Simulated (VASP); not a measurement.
# Sb2Se3 (P2_1/m) in VASP: elastic constants with PBE

Aim: the elastic constants of Sb2Se3 with PBE.

Program: VASP 6.6.1. These are calculated values, not measurements. Logs are shortened: lines on timing, memory, paths and dates and some standing lists are left out, and cuts for length are marked.

## 1. The structure

Symmetry: P2_1/m, No. 11, monoclinic system. The conventional cell has a = 7.464 Å, b = 4.063 Å, c = 10.259 Å, α = 90.00°, β = 91.44°, γ = 90.00°. Sb (site symmetry m) has 5 Se at 2.74 to 3.09 Å as nearest neighbours. Sb (site symmetry m) is surrounded by 6 Se at 2.80 to 3.02 Å. Around Se (site symmetry m) lie 5 Sb at 2.74 to 3.09 Å. Se (site symmetry m) is surrounded by 4 Sb at 2.79 to 3.20 Å. Se (site symmetry m) has 3 Sb at 2.80 Å as nearest neighbours.

The cell was built by a generator and needn't be a form met in nature.

## 2. Elastic constants, PBE

Contents of POSCAR:

```
Sb2Se3
1.0
    7.4636740000      0.0000000000      0.0000000000
    0.0000000000      4.0626600000      0.0000000000
   -0.2575660000      0.0000000000     10.2557960000
Sb Se
4 6
Direct
    0.2446270000      0.7500000000      0.4808570000
    0.0848400000      0.2500000000      0.1507160000
    0.7553730000      0.2500000000      0.5191430000
    0.9151600000      0.7500000000      0.8492840000
    0.9325090000      0.7500000000      0.3352370000
    0.4014450000      0.2500000000      0.3362840000
    0.2334220000      0.7500000000      0.9996540000
    0.0674910000      0.2500000000      0.6647630000
    0.5985550000      0.7500000000      0.6637160000
    0.7665780000      0.2500000000      0.0003460000
```

Contents of INCAR.step1:

```
  ALGO = Normal
  EDIFF = 1E-8
  EDIFFG = -0.002
  ENCUT = 520
  GGA = PE
  IBRION = 2
  ISIF = 3
  ISMEAR = 0
  KPAR = 8
  LASPH = T
  LCHARG = F
  LREAL = F
  LWAVE = F
  NELM = 80
  NSW = 40
  PREC = Accurate
  SIGMA = 0.1
```

Contents of INCAR.step2:

```
  ALGO = Normal
  EDIFF = 1E-8
  ENCUT = 520
  GGA = PE
  IBRION = 6
  ISIF = 3
  ISMEAR = 0
  KPAR = 8
  LASPH = T
  LCHARG = F
  LREAL = F
  LWAVE = F
  NELM = 80
  NFREE = 2
  NSW = 1
  POTIM = 0.015
  PREC = Accurate
  SIGMA = 0.1
```

Contents of KPOINTS:

```
k-points
0
Gamma
  4 6 4
```

Potentials or basis: VASP PAW PBE potentials, release 64 (Sb, Se).

The run is started by

```console
$ cat potpaw_PBE.64/Sb/POTCAR potpaw_PBE.64/Se/POTCAR > POTCAR
$ cp INCAR.step1 INCAR
$ mpirun -np 8 vasp_std > vasp.out
$ cp CONTCAR POSCAR
$ cp INCAR.step2 INCAR
$ mpirun -np 8 vasp_std > vasp.out
```

OUTCAR:

```text
EDIFF = 1E-8
   ENCUT = 520
   GGA = PE
   IBRION = 6
   ISIF = 3
   ISMEAR = 0
   LASPH = T
   LREAL = F
   NELM = 80
   NFREE = 2
   NSW = 1
   POTIM = 0.015
   PREC = Accurate

 ion  position               nearest neighbor table
   1  0.245  0.750  0.481-   5 2.74   6 2.79   6 2.79   8 3.09   8 3.09   9 3.19
   2  0.085  0.250  0.151-  10 2.80   7 2.80   7 2.80   6 3.00   5 3.01   5 3.01
   3  0.755  0.250  0.519-   8 2.74   9 2.79   9 2.79   5 3.09   5 3.09   6 3.19
   4  0.915  0.750  0.849-   7 2.80  10 2.80  10 2.80   9 3.00   8 3.01   8 3.01
   5  0.933  0.750  0.335-   1 2.74   2 3.01   2 3.01   3 3.09   3 3.09
   6  0.403  0.250  0.336-   1 2.79   1 2.79   2 3.00   3 3.19
   7  0.233  0.750  0.998-   4 2.80   2 2.80   2 2.80
   8  0.067  0.250  0.665-   3 2.74   4 3.01   4 3.01   1 3.09   1 3.09
   9  0.597  0.750  0.664-   3 2.79   3 2.79   4 3.00   1 3.19
  10  0.767  0.250  0.002-   2 2.80   4 2.80   4 2.80

  LATTYP: Found a simple monoclinic cell.
 ALAT       =     7.4547056384
 B/A-ratio  =     0.5445440532
 C/A-ratio  =     1.3747305262
 COS(beta)  =    -0.0214815908

  Lattice vectors:

 A1 = (   7.4546934159,   0.0000000000,   0.0134993032)
 A2 = (   0.0000000000,   4.0594156239,   0.0000000000)
 A3 = (  -0.2387011444,   0.0000000000,  10.2454311164)

Analysis of symmetry for initial positions (statically):
=====================================================================
 Subroutine PRICEL returns:
 Original cell was already a primitive cell.

 Routine SETGRP: Setting up the symmetry group for a
 simple monoclinic supercell.

 Subroutine GETGRP returns: Found  4 space group operations
 (whereof  2 operations were pure point group operations)
 out of a pool of  4 trial point group operations.

The static configuration has the point symmetry S_2 .
 The point group associated with its full space group is C_2h.

Analysis of symmetry for dynamics (positions and initial velocities):
=====================================================================
 Subroutine PRICEL returns:
 Original cell was already a primitive cell.

 Routine SETGRP: Setting up the symmetry group for a
 simple monoclinic supercell.

 Subroutine GETGRP returns: Found  4 space group operations
 (whereof  2 operations were pure point group operations)
 out of a pool of  4 trial point group operations.

The dynamic configuration has the point symmetry S_2 .
 The point group associated with its full space group is C_2h.

 Subroutine INISYM returns: Found  4 space group operations
 (whereof  2 operations are pure point group operations),
 and found     1 'primitive' translations

----------------------------------------------------------------------------------------

                                     Primitive cell

  volume of cell :     310.0572

  direct lattice vectors                    reciprocal lattice vectors
     7.454693416  0.000000000  0.013499303     0.134138020  0.000000000  0.003125188
     0.000000000  4.059415624  0.000000000     0.000000000  0.246340876  0.000000000
    -0.238701144  0.000000000 10.245431116    -0.000176739  0.000000000  0.097600365

  length of vectors
     7.454705638  4.059415624 10.248211405     0.134174421  0.246340876  0.097600525

  position of ions in fractional coordinates (direct lattice)
     0.245013338  0.750000000  0.480902003
[... 138 lines left out ...]
  ---------------------------------------------------
  ext. energy  EPLUGINS =         0.00000000
  ---------------------------------------------------
  free energy    TOTEN  =       -40.27081334 eV

  energy without entropy =      -40.27081270  energy(sigma->0) =      -40.27081302

------------------------ aborting loop because EDIFF is reached ----------------------------------------

  FORCE on cell =-STRESS in cart. coord.  units (eV):
  Direction    XX          YY          ZZ          XY          YZ          ZX
  --------------------------------------------------------------------------------------
  -------------------------------------------------------------------------------------
  Total        0.0027111      0.0005195      0.0058672      0.0000000      0.0000000     -0.0031699
  in kB        0.0140094      0.0026843      0.0303179      0.0000000      0.0000000     -0.0163802
  external PRESSURE =       0.0156705 kB  Pullay stress =       0.0000000 kB
[... 113 lines left out ...]
  FREE ENERGIE OF THE ION-ELECTRON SYSTEM (eV)
  ---------------------------------------------------
  free  energy   TOTEN  =       -40.2505415795 eV

  energy  without entropy=      -40.2505377208  energy(sigma->0) =      -40.25053965

[... ionic steps 4 to 40 ...]

--------------------------------------- Ionic step       41  -------------------------------------------

 number of electron      55.9999995 magnetization

------------------------ aborting loop because EDIFF is reached ----------------------------------------
[... 83 lines left out ...]
--------------------------------------- Ionic step       43  -------------------------------------------

 number of electron      55.9999995 magnetization

 Free energy of the ion-electron system (eV)
  ---------------------------------------------------
  ext. energy  EPLUGINS =         0.00000000
  ---------------------------------------------------
  free energy    TOTEN  =       -40.27038087 eV

  energy without entropy =      -40.27038026  energy(sigma->0) =      -40.27038056

 E-fermi :   3.7502     XC(G=0):  -8.6102

 val. band max:        3.4625578705   @ k =  -0.0000   0.0000   0.2500
 cond. band min:       4.0311467626   @ k =  -0.0000   0.0000   0.5000
 fundamental gap:      0.5685888921
 Fermi energy:         3.7502137125

 k-point     1 :       0.0000    0.0000    0.0000
  band No.  band energies     occupation
      1     -10.4246      2.00000
      2      -9.7579      2.00000
      3      -9.5154      2.00000
      4      -9.0331      2.00000
      5      -8.9431      2.00000
      6      -8.8527      2.00000
[... 877 lines left out ...]
     33       5.9206      0.00000
     34       6.1523      0.00000

 [... further k-points ...]

------------------------ aborting loop because EDIFF is reached ----------------------------------------

  FORCE on cell =-STRESS in cart. coord.  units (eV):
  Direction    XX          YY          ZZ          XY          YZ          ZX
  --------------------------------------------------------------------------------------
  -------------------------------------------------------------------------------------
  Total        0.0361969     -0.0932990     -0.0566843      0.0000000      0.0000000      0.1291734
  in kB        0.1870426     -0.4821097     -0.2929082      0.0000000      0.0000000      0.6674854
  external PRESSURE =      -0.1959918 kB  Pullay stress =       0.0000000 kB
[... 25 lines left out ...]
  FREE ENERGIE OF THE ION-ELECTRON SYSTEM (eV)
  ---------------------------------------------------
  free  energy   TOTEN  =       -40.2703808651 eV

  energy  without entropy=      -40.2703802631  energy(sigma->0) =      -40.27038056

 INTERNAL STRAIN TENSORS FROM STRAINED CELLS
 ============================================

 INTERNAL STRAIN TENSOR FOR ION    1 for displacements in x,y,z  (eV/Angst):
          X           Y           Z          XY          YZ          ZX
  --------------------------------------------------------------------------------
  x    -4.69924     1.91896    -1.12058     0.00015    -0.00006    -4.07346
  y    -0.00000    -0.00000     0.00000     1.48193    -2.79901    -0.00000
  z    -5.21104    -3.61184    -6.96164    -0.00004     0.00007    -0.26663

 INTERNAL STRAIN TENSORS FROM DISPLACED ATOMS
 ============================================

 INTERNAL STRAIN TENSOR FOR ION    1 for displacements in x,y,z  (eV/Angst):
          X           Y           Z          XY          YZ          ZX
  --------------------------------------------------------------------------------
  x    -4.70700     1.91377    -1.12683     0.00000     0.00000    -4.07126
  y     0.00000     0.00000     0.00000     1.47423    -2.78949     0.00000
  z    -5.20523    -3.60486    -6.97382     0.00000     0.00000    -0.25569
[... 8 lines left out ...]
 INTERNAL STRAIN TENSOR FOR ION   10 for displacements in x,y,z  (eV/Angst):
          X           Y           Z          XY          YZ          ZX
  --------------------------------------------------------------------------------
  x    13.26200     5.10959     6.24355     0.00000     0.00000     1.52010
  y     0.00000     0.00000     0.00000     6.53477    -6.55151     0.00000
  z     2.15926    -6.34823    -4.18610     0.00000     0.00000     8.81999

 Eigenvectors and eigenvalues of the dynamical matrix
   1 f  =    5.858726 THz    36.811460 2PiTHz  195.426059 cm-1    24.229732 meV
   2 f  =    5.681283 THz    35.696555 2PiTHz  189.507210 cm-1    23.495889 meV
   3 f  =    5.587684 THz    35.108453 2PiTHz  186.385068 cm-1    23.108793 meV
   4 f  =    5.428780 THz    34.110033 2PiTHz  181.084622 cm-1    22.451622 meV
   5 f  =    4.601090 THz    28.909503 2PiTHz  153.475851 cm-1    19.028572 meV
   6 f  =    4.466721 THz    28.065238 2PiTHz  148.993788 cm-1    18.472867 meV
[... 19 lines left out ...]
  26 f  =    1.345118 THz     8.451624 2PiTHz   44.868296 cm-1     5.562957 meV
  27 f  =    1.340177 THz     8.420583 2PiTHz   44.703509 cm-1     5.542526 meV
  28 f/i=    0.000792 THz     0.004974 2PiTHz    0.026408 cm-1     0.003274 meV
  29 f/i=    0.001136 THz     0.007141 2PiTHz    0.037909 cm-1     0.004700 meV
  30 f/i=    0.001447 THz     0.009090 2PiTHz    0.048259 cm-1     0.005983 meV

 ELASTIC MODULI CONTR FROM IONIC RELAXATION (kBar)
 Direction    XX          YY          ZZ          XY          YZ          ZX
 --------------------------------------------------------------------------------
 XX        -776.7136   -167.0372   -280.8908     -0.0000      0.0000   -202.8860
 YY        -167.0372   -278.5679   -237.4215     -0.0000      0.0000    248.8032
 ZZ        -280.8908   -237.4215   -303.7729     -0.0000      0.0000    104.7022
 XY          -0.0000     -0.0000     -0.0000   -266.9717    228.8736      0.0000
 YZ           0.0000      0.0000      0.0000    228.8736   -237.1038     -0.0000
 ZX        -202.8860    248.8032    104.7022      0.0000     -0.0000   -448.3001
 --------------------------------------------------------------------------------

 TOTAL ELASTIC MODULI (kBar)
 Direction    XX          YY          ZZ          XY          YZ          ZX
 --------------------------------------------------------------------------------
 XX         129.7778     60.6794    105.1881     -0.0000      0.0000     38.0176
 YY          60.6794    671.2189    142.6200     -0.0000      0.0000     20.4062
 ZZ         105.1881    142.6200    421.4938     -0.0000      0.0000    107.4544
 XY          -0.0000     -0.0000     -0.0000     66.3851      8.7410      0.0000
 YZ           0.0000      0.0000      0.0000      8.7410    238.6800     -0.0000
 ZX          38.0176     20.4062    107.4544      0.0000     -0.0000     64.3301
 --------------------------------------------------------------------------------
```

It took 42 min on 8 MPI ranks of AMD EPYC 9R45 (Zen 5), shared host; peak memory 0.9 GiB.

What came out:

* Relaxed volume: 31.01 Å³/atom
* Relaxed cell: a = 7.455 Å, b = 4.059 Å, c = 10.248 Å, α = 90.00°, β = 91.23°, γ = 90.00°
* Space group after relaxing (to 0.05 Å): P2_1/m (No. 11)
* Voigt bulk modulus: 20 GPa
* Highest phonon frequency at Γ, LO-TO splitting left out: 195 cm⁻¹

Step by step:
```
step  energy change (eV)  largest force (eV/Å)  pressure (GPa)  volume (Å³)
   1              0.0000                0.0116           -0.04       310.98
   2             -0.0001                0.0115            0.01       310.65
   3             -0.0001                0.0114            0.01       310.65
   4             -0.0001                0.0050            0.00       310.66
   5             -0.0001                0.0044            0.00       310.66
   6             -0.0001                0.0039            0.00       310.64
   7             -0.0001                0.0044            0.00       310.61
   8             -0.0001                0.0055            0.01       310.55
   9             -0.0001                0.0049            0.00       310.59
  10             -0.0001                0.0045            0.00       310.58
  11             -0.0001                0.0031            0.00       310.57
  12             -0.0001                0.0031            0.00       310.54
  13             -0.0001                0.0069            0.00       310.49
  14             -0.0001                0.0039            0.00       310.53
  15             -0.0001                0.0037            0.00       310.52
  16             -0.0002                0.0030            0.00       310.48
  17             -0.0002                0.0064            0.00       310.41
  18             -0.0002                0.0052            0.00       310.38
  19             -0.0002                0.0035            0.01       310.32
  20             -0.0002                0.0063            0.01       310.22
  21             -0.0002                0.0062            0.01       310.22
  22             -0.0002                0.0058            0.01       310.20
  23             -0.0002                0.0050            0.00       310.18
  24             -0.0002                0.0047            0.00       310.16
  25             -0.0002                0.0043            0.00       310.16
  26             -0.0002                0.0038            0.00       310.14
  27             -0.0002                0.0060            0.00       310.10
  28             -0.0002                0.0045            0.00       310.11
  29             -0.0002                0.0039            0.00       310.08
  30             -0.0002                0.0038            0.00       310.07
  31             -0.0002                0.0044            0.00       310.04
  32             -0.0002                0.0037            0.00       310.04
  33             -0.0002                0.0023            0.00       310.06
  34             -0.0002                0.0053           -0.01       310.08
  35             -0.0002                0.0029            0.00       310.06
  36             -0.0002                0.0034            0.00       310.03
  37             -0.0002                0.0034            0.00       310.03
  38             -0.0002                0.0026            0.00       310.04
  39             -0.0002                0.0018            0.00       310.06
```

Final structure:
```
CELL_PARAMETERS angstrom
7.45469 0.00000 0.01350
0.00000 4.05942 0.00000
-0.23870 0.00000 10.24543
ATOMIC_POSITIONS crystal
Sb 0.24501 0.75000 0.48090
Sb 0.08519 0.25000 0.15063
Sb 0.75499 0.25000 0.51910
Sb 0.91481 0.75000 0.84937
Se 0.93270 0.75000 0.33511
Se 0.40273 0.25000 0.33599
Se 0.23337 0.75000 0.99830
Se 0.06730 0.25000 0.66489
Se 0.59727 0.75000 0.66401
Se 0.76663 0.25000 0.00170
```

Phonon frequencies in cm⁻¹ (negative: imaginary):
```csv
q point,frequencies
"(0.000, 0.000, 0.000)",0 0 0 45 45 52 57 57 57 64 66 79 82 84 93 96 115 119 121 126 128 132 133 137 149 153 181 186 190 195
```

Elastic tensor in Voigt notation (GPa, in the Cartesian axes of the cell as first typed):
```
13  6 11  0  4  0
 6 67 14  0  2  0
11 14 42  0 11  0
 0  0  0 24  0  1
 4  2 11  0  6  0
 0  0  0  1  0  7
```

Clamped-ion elastic tensor (GPa):
```
 91  23  39   0  24   0
 23  95  38   0 -23   0
 39  38  73   0   0   0
  0   0   0  48   0 -22
 24 -23   0   0  51   0
  0   0   0 -22   0  33
```
